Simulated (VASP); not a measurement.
# CsSnI3: Cs into a neighbouring Cs vacancy, part 2 of 4

Aim: the barrier for one hop in CsSnI3: Cs into a neighbouring Cs vacancy. The start is a cell from a database of measured crystal structures.

VASP 6.6.1; PBE; plane waves and PAW (Cs_sv, I, Sn).

So far. Step 2 (Relax the host): The run ended after 3 ionic steps, 0.002 eV below its first step, once forces and stress met EDIFFG = -0.02.

The database entry behind the starting cell lists a temperature of 500 K, so it need not match the best structure at ambient conditions.

## 3. Relax the start

System of this step: Cs3Sn4I12. The cell holds 19 atoms: 3 Cs, 12 I and 4 Sn. Cell: a = 10.791 Å, b = 10.791 Å, c = 10.791 Å, α = 109.5°, β = 109.5°, γ = 109.5°. It derives from CsSnI3. Nearest the centre at fractional (0.250, 0.250, 0.000): I11 at 3.07 Å, I8 at 3.11 Å, Cs1 at 3.12 Å, I12 at 3.13 Å, I14 at 3.14 Å, Sn19 at 4.38 Å, Sn18 at 4.38 Å, Sn17 at 4.38 Å. The cell carries charge −1.

A path needs two true minima; the start is relaxed with symmetry off.

This cell carries charge -1, set by NELECT and balanced by a uniform background.

INCAR reads:

```
SYSTEM = Cs3Sn4I12
PREC = Normal
ENCUT = 280
EDIFF = 1E-05
NELM = 120
ISMEAR = 0
SIGMA = 0.05
LREAL = Auto
ALGO = Fast
GGA = PE
NELECT = 128
NBANDS = 83
LORBIT = 11
LWAVE = .FALSE.
LCHARG = .FALSE.
NCORE = 3
LASPH = .TRUE.
IBRION = 2
NSW = 60
ISIF = 2
EDIFFG = -0.05
POTIM = 0.4
MAXMIX = 40
ISYM = 0
```

POSCAR reads:

```
Cs3Sn4I12
1.0
   -6.2299366195      6.2299366195      6.2299366195
    6.2299366195     -6.2299366195      6.2299366195
    6.2299366195      6.2299366195     -6.2299366195
Cs I Sn
3 12 4
Direct
    0.5018492246      0.5010851174      0.0018735381
    0.5021697339     -0.0013752671      0.4993614680
    0.0015179777      0.4997233024      0.5000708914
    0.2509231799      0.2513496855      0.5005177496
    0.7489646295      0.7480440035      0.4985563833
    0.7495943223      0.2504918019      0.0010249997
    0.2496002366      0.7487579869     -0.0016679154
    0.2536931164      0.5011735616      0.2516347853
    0.7466873093     -0.0046323659      0.2426160152
    0.7506917645      0.4996711548      0.7496652495
    0.2476089231      0.0027933410      0.7516144915
    0.5021023751      0.2543432785      0.2543170176
   -0.0023766059      0.7494437477      0.2465295288
   -0.0030667707      0.2490783011      0.7482048967
    0.4983257910      0.7497266206      0.7483678882
    0.4992444459      0.4993405894      0.5002103862
    0.0019454696      0.0014680669      0.5023835155
    0.0003695259      0.4978817277     -0.0001389708
    0.4997474770      0.0028790467     -0.0003091954
```

KPOINTS reads:

```
Automatic mesh
0
Gamma
2 2 2
0 0 0
```

Potentials, in the order of the species: Cs_sv, I and Sn (PBE family, release 64).

On the command line:

```bash
$ mpirun -np 3 vasp_std
```

Output:

```text
[banner, memory and clock lines left out]
running    3 mpi-ranks, on    1 nodes
 distrk:  each k-point on    3 cores,    1 groups
 distr:  one band on    3 cores,    1 groups

 POSCAR found type information on POSCAR CsI Sn
 POSCAR found :  3 types and      19 ions
 LDA part: xc-table for (Slater+PW92), standard interpolation
 POSCAR, INCAR and KPOINTS ok, starting setup
 FFT: planning ... GRIDC
 FFT: planning ... GRID_SOFT
 FFT: planning ... GRID
 WAVECAR not read
 entering main loop
       N       E                     dE             d eps       ncg     rms          rms(c)
DAV:   1     0.648902231886E+03    0.64890E+03   -0.32876E+04  1376   0.744E+02
DAV:   2     0.196987446661E+02   -0.62920E+03   -0.61083E+03  1758   0.166E+02
DAV:   3    -0.496187158165E+02   -0.69317E+02   -0.68792E+02  1608   0.616E+01
DAV:   4    -0.517578819242E+02   -0.21392E+01   -0.21343E+01  1768   0.128E+01
DAV:   5    -0.517943521593E+02   -0.36470E-01   -0.36452E-01  1672   0.169E+00BRMIX: very serious problems
 the old and the new charge density differ
 old charge density:   127.00000 new  128.00000
    0.834E+00
RMM:   6    -0.505061252417E+02    0.12882E+01   -0.18714E+00  1328   0.226E+00    0.507E+00
RMM:   7    -0.504170267388E+02    0.89099E-01   -0.18709E+00  1328   0.232E+00    0.203E+00
RMM:   8    -0.504174780684E+02   -0.45133E-03   -0.16945E-01  1328   0.932E-01    0.289E-01
RMM:   9    -0.504181814525E+02   -0.70338E-03   -0.29210E-02  1412   0.362E-01    0.257E-01
RMM:  10    -0.504189107183E+02   -0.72927E-03   -0.52888E-03  1378   0.179E-01    0.578E-02
RMM:  11    -0.504190701736E+02   -0.15946E-03   -0.12937E-03  1440   0.870E-02    0.448E-02
RMM:  12    -0.504190888587E+02   -0.18685E-04   -0.23212E-04  1479   0.358E-02    0.384E-02
RMM:  13    -0.504190869534E+02    0.19053E-05   -0.19791E-05   896   0.124E-02
   1 F= -.50419087E+02 E0= -.50419087E+02  d E =-.504191E+02
 curvature:   0.00 expect dE= 0.000E+00 dE for cont linesearch  0.000E+00
 trial: gam= 0.00000 g(F)=  0.745E-02 g(S)=  0.000E+00 ort = 0.000E+00 (trialstep = 0.100E+01)
 search vector abs. value=  0.745E-02
 bond charge predicted
       N       E                     dE             d eps       ncg     rms          rms(c)
DAV:   1    -0.504253332046E+02   -0.62443E-02   -0.19217E-01  1781   0.944E-01    0.187E-01
RMM:   2    -0.504260603378E+02   -0.72713E-03   -0.90075E-03  1329   0.242E-01    0.103E-01
RMM:   3    -0.504261508387E+02   -0.90501E-04   -0.98569E-04  1321   0.919E-02    0.454E-02
RMM:   4    -0.504261523004E+02   -0.14618E-05   -0.21406E-04  1337   0.427E-02    0.250E-02
RMM:   5    -0.504261474927E+02    0.48077E-05   -0.54484E-05  1138   0.203E-02
   2 F= -.50426147E+02 E0= -.50426147E+02  d E =-.706054E-02
[... from here on, the cycles between the ionic steps are left out ...]
   3 F= -.50442809E+02 E0= -.50442809E+02  d E =-.237223E-01
   4 F= -.50455729E+02 E0= -.50455729E+02  d E =-.366419E-01
   5 F= -.50466336E+02 E0= -.50466336E+02  d E =-.106067E-01
   6 F= -.50487678E+02 E0= -.50487678E+02  d E =-.319487E-01
   7 F= -.50483907E+02 E0= -.50483907E+02  d E =-.281783E-01
   8 F= -.50493732E+02 E0= -.50493732E+02  d E =-.380026E-01
   9 F= -.50499284E+02 E0= -.50499284E+02  d E =-.555236E-02
 trial-energy change:   -0.005552  1 .order   -0.005668   -0.008385   -0.002952
 step:   7.0217(harm=  6.3967)  dis= 0.02511  next Energy=   -50.500269 (dE=-0.654E-02)
 bond charge predicted
       N       E                     dE             d eps       ncg     rms          rms(c)
DAV:   1    -0.504990302868E+02    0.26039E-03   -0.30271E-01  1456   0.127E+00    0.246E-01
RMM:   2    -0.504999755372E+02   -0.94525E-03   -0.15765E-02  1328   0.312E-01    0.709E-02
RMM:   3    -0.505001574204E+02   -0.18188E-03   -0.18324E-03  1334   0.117E-01    0.169E-02
RMM:   4    -0.505001962145E+02   -0.38794E-04   -0.38177E-04  1356   0.525E-02    0.134E-02
RMM:   5    -0.505002024158E+02   -0.62012E-05   -0.64651E-05  1151   0.236E-02
  10 F= -.50500202E+02 E0= -.50500202E+02  d E =-.647091E-02
 curvature:  -3.60 expect dE=-0.437E-03 dE for cont linesearch -0.289E-04
 trial: gam= 0.13989 g(F)=  0.121E-03 g(S)=  0.000E+00 ort =-0.141E-03 (trialstep = 0.472E+01)
 search vector abs. value=  0.130E-03
 reached required accuracy - stopping structural energy minimisation
```

Run time: 14 min. Hardware: 3 MPI ranks of AMD EPYC 7R43, shared host; peak memory 0.61 GiB.

Parts of OUTCAR (step 3):

```text
NELECT = 128

 ion  position               nearest neighbor table
   1  0.502  0.501  0.002-
   2  0.502  0.999  0.499-
   3  0.002  0.500  0.500-
   4  0.251  0.251  0.501-  16 3.09  17 3.12
   5  0.749  0.748  0.499-  16 3.12  17 3.13
   6  0.750  0.250  0.001-  19 3.09  18 3.11
   7  0.250  0.749  0.998-  18 3.13  19 3.13
   8  0.254  0.501  0.252-  16 3.09  18 3.13
   9  0.747  0.995  0.243-  19 3.10  17 3.17
  10  0.751  0.500  0.750-  16 3.12  18 3.13
  11  0.248  0.003  0.752-  17 3.08  19 3.12
  12  0.502  0.254  0.254-  16 3.08  19 3.14
  13  0.998  0.749  0.247-  18 3.12  17 3.14
  14  0.997  0.249  0.748-  18 3.10  17 3.11
  15  0.498  0.750  0.748-  16 3.11  19 3.13
  16  0.499  0.499  0.500-  12 3.08   8 3.09   4 3.09  15 3.11   5 3.12  10 3.12
  17  0.002  0.001  0.502-  11 3.08  14 3.11   4 3.12   5 3.13  13 3.14   9 3.17
  18  0.000  0.498  1.000-  14 3.10   6 3.11  13 3.12   7 3.13  10 3.13   8 3.13
  19  0.500  0.003  1.000-   6 3.09   9 3.10  11 3.12   7 3.13  15 3.13  12 3.14

 Found      8 irreducible k-points:

   k-points           NKPTS =      8   k-points in BZ     NKDIM =      8   number of bands    NBANDS=     83

   dimension x,y,z NGX =    48 NGY =   48 NGZ =   48
   dimension x,y,z NGXF=    96 NGYF=   96 NGZF=   96

   ENCUT  =  280.0 eV  20.58 Ry    4.54 a.u.  14.72 14.72 14.72*2*pi/ulx,y,z

 E-fermi :   2.2015

 k-point     1 :       0.0000    0.0000    0.0000
  band No.  band energies     occupation
    ...
     60       0.4142      2.00000
     61       0.4203      2.00000
     62       1.2766      2.00000
     63       1.2811      2.00000
     64       1.2898      2.00000
     65       2.7224      0.00000
     66       2.7269      0.00000
     67       2.7348      0.00000
     68       2.9756      0.00000
     69       2.9834      0.00000
    ...

 k-point     2 :       0.5000    0.0000    0.0000
  band No.  band energies     occupation
    ...
     60       0.1478      2.00000
     61       0.2171      2.00000
     62       0.2229      2.00000
     63       0.7525      2.00000
     64       0.8305      2.00000
     65       2.8559      0.00000
     66       2.8777      0.00000
     67       4.3637      0.00000
     68       4.4306      0.00000
     69       4.4536      0.00000
    ...

  Total        9.5937330      9.6974769      9.6256531     -0.0039471      0.0014416      0.0016036
  in kB       15.8923212     16.0641762     15.9451979     -0.0065386      0.0023880      0.0026563
  external PRESSURE =      15.9672318 kB  Pullay stress =       0.0000000 kB

  energy-cutoff  :      280.00
  volume of cell :      967.19
      direct lattice vectors                 reciprocal lattice vectors
    -6.229936620  6.229936620  6.229936620     0.000000000  0.080257638  0.080257638
     6.229936620 -6.229936620  6.229936620     0.080257638  0.000000000  0.080257638
     6.229936620  6.229936620 -6.229936620     0.080257638  0.080257638  0.000000000

 POSITION                                       TOTAL-FORCE (eV/Angst)
 -----------------------------------------------------------------------------------
      0.00858      0.02149      6.24195         0.002349     -0.000972      0.005530
      6.20325      0.02209      6.24434        -0.001709     -0.002765      0.001842
      6.22382      0.01181      0.00330         0.004252     -0.006518     -0.002277
      3.20295      3.18970      0.00298         0.005500     -0.007775      0.003829
      3.00988      3.02598      6.23447        -0.006181     -0.000776     -0.005688
     -3.01784      3.03244      6.22659        -0.002579     -0.004275      0.005477
      9.23112      3.18489     -0.00099        -0.008818     -0.008034     -0.010613
      3.18266      0.00295      3.22209        -0.014495     -0.001645      0.003358
      3.14259     -0.01476      9.25637        -0.006308      0.004208     -0.000088
      3.02916      6.23512      3.03818         0.014239     -0.009902     -0.003283
      3.07276      6.21549     -3.04292        -0.006534      0.004380      0.003622
      0.00652      3.21852      3.19626        -0.008680      0.000716     -0.012244
     -0.00019      3.17577      9.27309        -0.001061      0.006976      0.002381
     -0.00003      9.20501      3.16314        -0.006484     -0.003283     -0.001631
      6.23579      2.98269      3.04938        -0.001134     -0.008029      0.009934
      3.13577      3.13705      3.11148         0.009559      0.010410      0.008216
      3.12258      3.12767     -3.11399         0.009330     -0.002068     -0.007875
      3.12086     -3.09487      3.11354         0.012564      0.009479      0.011414
     -3.09265      3.11797      3.11752         0.006189      0.019875     -0.011904
 -----------------------------------------------------------------------------------
    total drift:                                0.012696      0.040609      0.006625

  FREE ENERGIE OF THE ION-ELECTRON SYSTEM (eV)
  ---------------------------------------------------
  free  energy   TOTEN  =       -50.5002024158 eV

  energy  without entropy=      -50.5002024157  energy(sigma->0) =      -50.50020242

 total charge
# of ion       s       p       d       tot
------------------------------------------
    1        1.844   4.720   0.014   6.578
    2        1.844   4.720   0.014   6.578
    3        1.844   4.720   0.014   6.578
    4        1.508   2.800   0.010   4.319
    5        1.508   2.800   0.010   4.319
    6        1.508   2.801   0.010   4.319
    7        1.508   2.800   0.010   4.319
    8        1.508   2.800   0.010   4.319
    9        1.508   2.800   0.010   4.319
   10        1.509   2.800   0.010   4.319
   11        1.509   2.800   0.010   4.319
   12        1.508   2.800   0.010   4.319
   13        1.508   2.800   0.010   4.319
   14        1.508   2.800   0.010   4.319
   15        1.508   2.800   0.010   4.319
   16        1.660   0.907   0.123   2.690
   17        1.660   0.908   0.124   2.692
   18        1.660   0.907   0.123   2.691
   19        1.660   0.908   0.124   2.692
--------------------------------------------------
tot         30.274  51.395   0.659  82.328

[... 1 part as in an earlier step ...]

[... 6 further parts left out ...]
```

Step by step:

```tsv
step	energy less that of the first step (eV)	largest force (eV/Å)
1	0.0000	0.1549
2	-0.0071	0.1356
3	-0.0237	0.0934
4	-0.0366	0.1610
5	-0.0472	0.1425
6	-0.0686	0.1021
7	-0.0648	0.1543
8	-0.0746	0.1275
9	-0.0802	0.0513
10	-0.0811	0.0240
```

The atoms that moved most (Å):

```tsv
atom	dx	dy	dz	length
I14	-0.002	-0.115	0.062	0.131
I15	0.007	-0.113	-0.064	0.130
I5	-0.090	-0.086	0.014	0.125
I7	-0.098	0.075	-0.001	0.124
I13	0.010	0.094	-0.075	0.121
I9	0.082	0.023	-0.085	0.120
I6	0.085	-0.083	0.003	0.119
I12	-0.034	0.091	0.068	0.118
```

Final coordinates:

```
Cs I Sn
1.0
    -6.22994    6.22994    6.22994
     6.22994   -6.22994    6.22994
     6.22994    6.22994   -6.22994
Cs I Sn
3 12 4
Cartesian
  0.0086 0.0215 6.2420
  -0.0267 6.2520 0.0144
  6.2238 0.0118 0.0033
  3.2030 3.1897 0.0030
  3.0099 3.0260 6.2345
  -3.0178 3.0324 6.2266
  3.0012 -3.0450 6.2289
  3.1827 0.0029 3.2221
  -3.0874 6.2152 3.0264
  3.0292 6.2351 3.0382
  3.0728 6.2155 -3.0429
  0.0065 3.2185 3.1963
  6.2298 -3.0542 3.0432
  6.2299 2.9751 -3.0668
  6.2358 2.9827 3.0494
  3.1358 3.1371 3.1115
  3.1226 3.1277 -3.1140
  3.1209 -3.0949 3.1135
  -3.0927 3.1180 3.1175
```

Numbers from this step:

- electronic cycles: 85
- electrons: 128
- free energy (TOTEN): -50.5002 eV
- Fermi energy: 2.201 eV
- gap on the k-mesh: 0.4311 eV
- least direct gap on the k-mesh: 0.4311 eV

The run ended after 10 ionic steps, 0.081 eV below its first step, once the forces on the free atoms met EDIFFG = -0.05.

[end of part 2 of 4]

[Lines on the potential files, build, host, timing and source positions are cut from VASP's logs without a mark.]

[Logs are printed without paths, hosts, clocks, repeated set-up lines and the standing remarks that a program may print on its own settings, such as how far it seeks lower states.]

[Hosts, paths, dates, database ids (printed as entryN), source tags and the programs' standing remarks are cut or masked in the printed files.]

[Runs that stopped without an error message from VASP are left out.]
